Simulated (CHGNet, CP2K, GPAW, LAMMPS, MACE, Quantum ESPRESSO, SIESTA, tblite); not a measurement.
# Glassy 68SiO2-14MgO-11ZnO-7BaO (mol %) (75 atoms) in CP2K, part 2 of 2

Aim: run glassy 68SiO2-14MgO-11ZnO-7BaO (mol %) (75 atoms) in CP2K and see how near its forces come to a plane-wave reference, and at what cost.

Program: CP2K 2026.2; the method stands at each step. Banners, paths, timers and routine set-up lines are dropped from the logs unmarked, and long logs keep their key lines alone; longer cuts are marked.

So far. Step 2 (PBE, DZVP-MOLOPT-SR, 1200/50 Ry, diagonalisation): Forces lie 15 % from the reference's, at 0.53 times its CPU time (on 2 against 4 cores). Step 3 (PBE, DZVP-MOLOPT-SR, 1200/50 Ry, SIGN filter 1e-03, SCF …): Against the first run (15 %), the force difference from the reference is 111 %, at 0.63 times the CPU time (4 SCF steps against 14).

### 4. PBE, DZVP-MOLOPT-SR, 1200/50 Ry, SIGN filter 1e-07, SCF 1e-07

Method: Kohn-Sham DFT, PBE, GTH-PBE pseudopotentials, Gaussian and plane waves, DZVP-MOLOPT-SR-GTH, linear-scaling purification of the density matrix.

input.inp

```
&GLOBAL
  PROJECT cell
  RUN_TYPE ENERGY_FORCE
  PRINT_LEVEL LOW
&END GLOBAL
&FORCE_EVAL
  METHOD QS
  STRESS_TENSOR ANALYTICAL
  &DFT
    BASIS_SET_FILE_NAME BASIS_MOLOPT
    POTENTIAL_FILE_NAME GTH_POTENTIALS
    &MGRID
      CUTOFF 1200
      REL_CUTOFF 50
      NGRIDS 5
    &END MGRID
    &QS
      EPS_DEFAULT 1.0E-10
      LS_SCF T
    &END QS
    &LS_SCF
      PURIFICATION_METHOD SIGN
      EPS_FILTER 1.0E-07
      EPS_SCF 1.0E-07
      MAX_SCF 60
      S_PRECONDITIONER ATOMIC
      MIXING_FRACTION 0.45
      REPORT_ALL_SPARSITIES F
    &END LS_SCF
    &XC
      &XC_FUNCTIONAL PBE
      &END XC_FUNCTIONAL
    &END XC
    &PRINT
      &MULLIKEN ON
      &END MULLIKEN
    &END PRINT
  &END DFT
  &SUBSYS
    &CELL
      A 9.92530 0.00000 0.00000
      B 0.00000 9.92530 0.00000
      C 0.00000 0.00000 9.92530
    &END CELL
    &COORD
      SCALED
      Si 0.40140 0.43575 0.71092
      Si 0.81528 0.81607 0.54513
      Si 0.36487 0.33702 0.00327
      Si 0.58592 0.01721 0.44424
      Si 0.58295 0.88899 0.89386
      Si 0.71658 0.60514 0.93370
      Si 0.98643 0.30269 0.55340
      Si 0.21002 0.65800 0.83609
      Si 0.46531 0.72687 0.34970
      Si 0.37770 0.30344 0.41588
      Si 0.88055 0.96804 0.80138
      Si 0.61906 0.58469 0.57369
      Si 0.20854 0.07194 0.49210
      Si 0.87216 0.32274 0.10734
      Si 0.93359 0.80285 0.06445
      Si 0.28939 0.94848 0.77191
      Si 0.95477 0.47599 0.82756
      Si 0.26463 0.60327 0.13682
      Si 0.10368 0.39168 0.28057
      Mg 0.09253 0.19427 0.88911
[... 51 atom lines left out ...]
      O 0.56894 0.93977 0.04861
      O 0.70255 0.71673 0.60796
      O 0.83757 0.67347 0.03070
      O 0.89769 0.88788 0.66157
    &END COORD
    &KIND Si
      BASIS_SET DZVP-MOLOPT-SR-GTH-q4
      POTENTIAL GTH-PBE-q4
    &END KIND
    &KIND Mg
      BASIS_SET DZVP-MOLOPT-SR-GTH-q10
      POTENTIAL GTH-PBE-q10
    &END KIND
    &KIND Zn
      BASIS_SET DZVP-MOLOPT-SR-GTH-q12
      POTENTIAL GTH-PBE-q12
    &END KIND
    &KIND Ba
      BASIS_SET DZVP-MOLOPT-SR-GTH-q10
      POTENTIAL GTH-PBE-q10
    &END KIND
    &KIND O
      BASIS_SET DZVP-MOLOPT-SR-GTH-q6
      POTENTIAL GTH-PBE-q6
    &END KIND
  &END SUBSYS
  &PRINT
    &FORCES ON
    &END FORCES
    &STRESS_TENSOR ON
    &END STRESS_TENSOR
  &END PRINT
&END FORCE_EVAL
```

Run with:

```sh
$ OMP_NUM_THREADS=2 cp2k.psmp -i input.inp > output.txt
```

Numbers of over 12 decimals in the logs are rounded to 6 here.

Log:

```text
CP2K| version string:                                       CP2K version 2026.2
 CP2K| Input file name                                                 input.inp
 GLOBAL| Basis set file name                                        BASIS_MOLOPT
 GLOBAL| Potential file name                                      GTH_POTENTIALS
 GLOBAL| Run type                                                   ENERGY_FORCE
 GLOBAL| Total number of message passing processes                             1
 GLOBAL| Number of threads for this process                                    2
 TOTAL NUMBERS AND MAXIMUM NUMBERS
  Total number of            - Atomic kinds:                                   5
                             - Atoms:                                         75
[... lines left out ...]
 Re-scaling the density matrix to get the right number of electrons
[... lines left out ...]
 Density matrix:  iter, mu, trace error:  1  -0.100000000   -82.999999957
 Density matrix:  iter, mu, trace error:  2  -0.090000000   -74.000001642
 Density matrix:  iter, mu, trace error:  3  -0.070000000   -53.000006658
[... lines left out ...]
 Density matrix:  iter, mu, trace error:  1   0.210000000     0.000000001
[... lines left out ...]
 Density matrix:  iter, mu, trace error:  1   0.210000000     0.000000001
[... lines left out ...]
 SCF run converged in    10 steps.
 !-----------------------------------------------------------------------------!
                     Mulliken Population Analysis
 #  Atom  Element  Kind  Atomic population                           Net charge
       1     Si       1          3.171483                              0.828517
       2     Si       1          3.183689                              0.816311
       3     Si       1          3.241981                              0.758019
[...]
74     O        5          6.505519                             -0.505519
      75     O        5          6.461349                             -0.461349
 # Total charge                            454.000001                 -0.000001
 !-----------------------------------------------------------------------------!
 ENERGY| Total FORCE_EVAL ( QS ) energy [hartree]          -1317.524300
 FORCES| Atomic forces [hartree/bohr]
 FORCES|   Atom     x               y               z               |f|
 FORCES|      1 -1.89631660E-02  9.78369016E-03 -2.06674864E-03   2.14381367E-02
 FORCES|      2 -3.14334647E-02 -9.56860081E-03  9.95718861E-04   3.28726677E-02
 FORCES|      3 -3.87381306E-02  3.08322008E-02 -7.85103408E-03   5.01288949E-02
[...]
FORCES|     74 -1.49469038E-04 -1.72732806E-02  6.31888196E-03   1.83933910E-02
 FORCES|     75  2.58581019E-02 -2.29422489E-03 -4.47631643E-03   2.63427848E-02
 FORCES| Sum    -8.92380922E-03  8.51002026E-03  5.93221874E-03
 FORCES| Total atomic force                                       1.36837873E-02
 STRESS| Analytical stress tensor [bar]
 STRESS|                        x                   y                   z
 STRESS|      x        6.99036517190E+04  -1.50765554146E+04  -4.00217308533E+03
 STRESS|      y       -1.50765554146E+04   6.90793718325E+04  -2.76910484632E+04
 STRESS|      z       -4.00217308533E+03  -2.76910484632E+04   4.86268752261E+04
 STRESS| 1/3 Trace                                             6.25366329259E+04
```

It took 5.5 min on 2 threads of Intel Xeon Platinum 8259CL at 2.50GHz (Skylake/Cascade Lake), shared host; peak memory 3.7 GiB.

Compared with the plane-wave run:

```
r.m.s. force component                          : 0.9481 eV/Å
r.m.s. difference of force components           : 156.6 meV/Å
longest difference of force vectors             : 862.5 meV/Å
force difference over r.m.s. force              : 15.86 %
slope of forces against the reference's         : 0.9486
correlation of force components                 : 0.9877
pressure                                        : 6.254 GPa
pressure difference                             : 0.243 GPa
energy less the same-level run's                : 0.0017 meV/atom
r.m.s. force difference from the same-level run : 8.307 meV/Å
```

Against the first run (15 %), the force difference from the reference is 16 %, at 1.1 times the CPU time: another solver or mixer reaches the same state.

The forces add up to 0.70 eV/Å instead of zero, usually a sign of too coarse a grid.

### 5. PBE, DZVP-MOLOPT-SR, 600/50 Ry, diagonalisation

Method: Kohn-Sham DFT, PBE, GTH-PBE pseudopotentials, Gaussian and plane waves, DZVP-MOLOPT-SR-GTH, diagonalisation.

Changes to input.inp since step 4:

```diff
@@ -12,3 +12,3 @@
     &MGRID
-      CUTOFF 1200
+      CUTOFF 600
       REL_CUTOFF 50
@@ -17,14 +17,26 @@
     &QS
-      EPS_DEFAULT 1.0E-10
-      LS_SCF T
+      EPS_DEFAULT 1.0E-12
     &END QS
-    &LS_SCF
-      PURIFICATION_METHOD SIGN
-      EPS_FILTER 1.0E-07
-      EPS_SCF 1.0E-07
-      MAX_SCF 60
-      S_PRECONDITIONER ATOMIC
-      MIXING_FRACTION 0.45
-      REPORT_ALL_SPARSITIES F
-    &END LS_SCF
+    &SCF
+      SCF_GUESS ATOMIC
+      EPS_SCF 5.0E-06
+      MAX_SCF 200
+      ADDED_MOS 14
+      &DIAGONALIZATION
+        ALGORITHM STANDARD
+      &END DIAGONALIZATION
+      &SMEAR ON
+        METHOD FERMI_DIRAC
+        ELECTRONIC_TEMPERATURE [K] 580
+      &END SMEAR
+      &MIXING
+        METHOD BROYDEN_MIXING
+        ALPHA 0.3
+        NBROYDEN 12
+      &END MIXING
+      &PRINT
+        &RESTART OFF
+        &END RESTART
+      &END PRINT
+    &END SCF
     &XC
@@ -36,2 +48,14 @@
       &END MULLIKEN
+      &HIRSHFELD ON
+        SHAPE_FUNCTION DENSITY
+      &END HIRSHFELD
+      &MO ON
+        EIGENVALUES T
+        OCCUPATION_NUMBERS T
+        MO_INDEX_RANGE 216 239
+        &EACH
+          QS_SCF 0
+        &END EACH
+        ADD_LAST NUMERIC
+      &END MO
     &END PRINT
```

Run with:

```sh
$ OMP_NUM_THREADS=1 mpirun -np 4 cp2k.psmp -i input.inp > output.txt
```

Log:

```text
CP2K| version string:                                       CP2K version 2026.2
 CP2K| Input file name                                                 input.inp
 GLOBAL| Basis set file name                                        BASIS_MOLOPT
 GLOBAL| Potential file name                                      GTH_POTENTIALS
 GLOBAL| Run type                                                   ENERGY_FORCE
 GLOBAL| Total number of message passing processes                             4
 GLOBAL| Number of threads for this process                                    1
 TOTAL NUMBERS AND MAXIMUM NUMBERS
  Total number of            - Atomic kinds:                                   5
                             - Atoms:                                         75
[... lines left out ...]
                        Smear method:                                FERMI_DIRAC
[... lines left out ...]
 Number of electrons:                                                        454
[... lines left out ...]
  Step     Update method      Time    Convergence         Total energy    Change
[... lines left out ...]
  *** SCF run converged in    14 steps ***
[... lines left out ...]
  Fermi energy:                                                 0.192352
  Total energy:                                             -1317.536222
  Total energy (extrapolated to T->0):                      -1317.536222
[... lines left out ...]
 MO| E(Fermi):            0.192352 a.u.          5.234155 eV
[... lines left out ...]
 !-----------------------------------------------------------------------------!
 !-----------------------------------------------------------------------------!
                           Hirshfeld Charges
  #Atom  Element  Kind  Ref Charge     Population                    Net charge
      1       Si     1       4.000          3.464                         0.536
      2       Si     1       4.000          3.503                         0.497
      3       Si     1       4.000          3.549                         0.451
[...]
74       O      5       6.000          6.302                        -0.302
     75       O      5       6.000          6.268                        -0.268
  Total Charge                                                            0.000
 !-----------------------------------------------------------------------------!
 ENERGY| Total FORCE_EVAL ( QS ) energy [hartree]          -1317.536203
 FORCES| Atomic forces [hartree/bohr]
 FORCES|   Atom     x               y               z               |f|
 FORCES|      1 -1.89704626E-02  9.80292633E-03 -2.06268072E-03   2.14529827E-02
 FORCES|      2 -3.15950787E-02 -9.54688578E-03  9.70862639E-04   3.30202151E-02
 FORCES|      3 -3.83300029E-02  3.08892246E-02 -7.89970516E-03   4.98571827E-02
[...]
FORCES|     74  6.88417393E-04 -1.74285920E-02  7.12672562E-03   1.88419732E-02
 FORCES|     75  2.70224973E-02 -3.50259588E-03 -5.55825593E-03   2.78096700E-02
 FORCES| Sum    -3.52195518E-02  3.96434540E-02 -3.90746581E-02
 FORCES| Total atomic force                                       6.58699415E-02
 STRESS| Analytical stress tensor [bar]
 STRESS|                        x                   y                   z
 STRESS|      x        7.03387501689E+04  -1.49749838925E+04  -4.11734632979E+03
 STRESS|      y       -1.49749838925E+04   6.93750874755E+04  -2.76681289419E+04
 STRESS|      z       -4.11734632979E+03  -2.76681289419E+04   4.90343796058E+04
 STRESS| 1/3 Trace                                             6.29160724167E+04
```

The job ended after 1.7 min (4 MPI ranks; peak memory 4.6 GiB).

Numbers from this run, and their distance from the reference:

- r.m.s. force component: 0.9627 eV/Å
- r.m.s. difference of force components: 268.8 meV/Å
- longest difference of force vectors: 2736 meV/Å
- force difference over r.m.s. force: 27.23 %
- slope of forces against the reference's: 0.9385
- correlation of force components: 0.9623
- gap (highest filled to lowest empty level): 3.617 eV
- gap difference: -0.0488 eV
- pressure: 6.292 GPa
- pressure difference: 0.2809 GPa
- energy less the same-level run's: -4.317 meV/atom
- r.m.s. force difference from the same-level run: 270.2 meV/Å

This is a coarse setting, run to see what it loses.

Against the first run (15 %), the force difference from the reference is 27 %, at 0.77 times the CPU time (on 4 against 2 cores): the grid matters here.

The difference per atom is largest on Mg (1.6 eV/Å on average, against 0.23 on Si). The forces add up to 3.4 eV/Å instead of zero, usually a sign of too coarse a grid.

### 6. All runs compared

Differences are against the plane-wave reference, forces as r.m.s. over components; share is that over the reference's r.m.s. force, slope the least-squares factor from reference forces to these. Total energies of different programs have different zeros and aren't compared.

```
                                                                        run  Δ force, r.m.s. (meV/Å)  share (%)  slope  Δ pressure (GPa)  Δ gap (eV)  cores  CPU time  memory (GiB)
                                                                  reference                        -          -      -                 -           -      4    17 min           3.0
                      CP2K PBE, DZVP-MOLOPT-SR, 1200/50 Ry, diagonalisation                      152       15.4  0.951             0.236     -0.0481      2     9 min           8.1
CP2K PBE, DZVP-MOLOPT-SR, 1200/50 Ry, SIGN filter 1e-03, SCF 1e-04 (coarse)                     1098        111  0.843              1.36           -      2   5.7 min           3.8
         CP2K PBE, DZVP-MOLOPT-SR, 1200/50 Ry, SIGN filter 1e-07, SCF 1e-07                      157       15.9  0.949             0.243           -      2    10 min           3.7
              CP2K PBE, DZVP-MOLOPT-SR, 600/50 Ry, diagonalisation (coarse)                      269       27.2  0.939             0.281     -0.0488      4   6.9 min           4.6
```

Rows marked coarse were listed beforehand as settings not expected to be converged; some can still land near the reference.

CPU time is summed over cores on a shared host, where runs went side by side, so it is rough. Symmetry, cutoffs, thresholds, outputs and thread counts weren't matched or tuned between programs; memory under MPI is the largest rank's times the ranks.

Mean charges by element (e), by run and scheme:

```
                                                               run     scheme     Si     Mg     Zn     Ba      O
             CP2K PBE, DZVP-MOLOPT-SR, 1200/50 Ry, diagonalisation   Mulliken  +0.81  +1.34  +0.70  +1.56  -0.55
             CP2K PBE, DZVP-MOLOPT-SR, 1200/50 Ry, diagonalisation  Hirshfeld  +0.50  +0.54  +0.52  +0.53  -0.30
CP2K PBE, DZVP-MOLOPT-SR, 1200/50 Ry, SIGN filter 1e-07, SCF 1e-07   Mulliken  +0.81  +1.34  +0.70  +1.56  -0.55
```

Within one program, basis, potentials and functional, energies share a zero. Each run against its twin at the usual cutoff or grid and solver:

```
                                                               run                                         twin  Δ energy (meV/atom)  Δ force, r.m.s. (meV/Å)         CPU time over the twin's
CP2K PBE, DZVP-MOLOPT-SR, 1200/50 Ry, SIGN filter 1e-03, SCF 1e-04  DZVP-MOLOPT-SR, 1200/50 Ry, diagonalisation                 -293                     1066                             0.63
CP2K PBE, DZVP-MOLOPT-SR, 1200/50 Ry, SIGN filter 1e-07, SCF 1e-07  DZVP-MOLOPT-SR, 1200/50 Ry, diagonalisation               0.0017                     8.31                              1.1
              CP2K PBE, DZVP-MOLOPT-SR, 600/50 Ry, diagonalisation  DZVP-MOLOPT-SR, 1200/50 Ry, diagonalisation                -4.32                      270  0.77 (this twin ran on 2 cores)
```

### 7. Outcome

| Property | Result |
| --- | --- |
| nearest in forces | CP2K PBE, DZVP-MOLOPT-SR, 1200/50 Ry, diagonalisation, 15 % |
| its CPU time | 9 min |

In words: The PBE runs in local orbitals, coarse settings apart, differ by 15 % (CP2K PBE, DZVP-MOLOPT-SR, 1200/50 Ry, diagonalisation) to 16 % (CP2K PBE, DZVP-MOLOPT-SR, 1200/50 Ry, SIGN filter 1e-07, SCF 1e-07); basis, grid and potentials can all enter. Runs with settings chosen to be coarse differ by 27 % (CP2K PBE, DZVP-MOLOPT-SR, 600/50 Ry, diagonalisation) to 111 % (CP2K PBE, DZVP-MOLOPT-SR, 1200/50 Ry, SIGN filter 1e-03, SCF 1e-04), their programs' other errors included. Of the electronic-structure runs that take under half the reference's CPU time, CP2K PBE, DZVP-MOLOPT-SR, 600/50 Ry, diagonalisation comes nearest, at 27 % in 6.9 min against 17 min. At the same functional, the gap of these runs lies 0.05 eV below the reference's 3.67 eV. Charges hang on scheme and program or settings: among these rows the mean for Ba runs from +0.53 to +1.56 e. With SIGN, tightening the sparsity filter from 1e-03 to 1e-07, and the SCF threshold with it, takes the force difference from the cubic solver from 1066 to 8.3 meV/Å, and the CPU time from 0.63 to 1.1 times the cubic solver's. The potentials hold different valence shells: 446 electrons in the reference, 454 in CP2K with DZVP-MOLOPT-SR; this bears on time and differences. The reference's pressure holds the uncorrected Pulay stress of its 60 Ry basis, so small pressure differences, and their order, may be the reference's own error. The quench rate of 25 K/ps is many orders above laboratory rates, so the cell is likely richer in defects and strain than a real sample. The network of bonds at the start is that of the classical potential that made the cell, and needn't be the one that DFT or experiment would give. The reference's pressure of 6.0 GPa belongs to a cell and atoms that aren't relaxed at this level. The electronic-structure runs sample only Γ, in a cell whose shortest periodic width is 10 Å. Spin–orbit coupling is left out, which matters for the levels of the heavy elements.

[Also dropped from logs without a mark: logging warnings of Python, and SIESTA's first energy breakdown and zero terms.]

[Logs are printed without paths, hosts, clocks, repeated set-up lines and the standing remarks that a program may print on its own settings, such as how far it seeks lower states.]

[Hosts, paths, dates, database ids (printed as entryN), source tags and the programs' standing remarks are cut or masked in the printed files.]
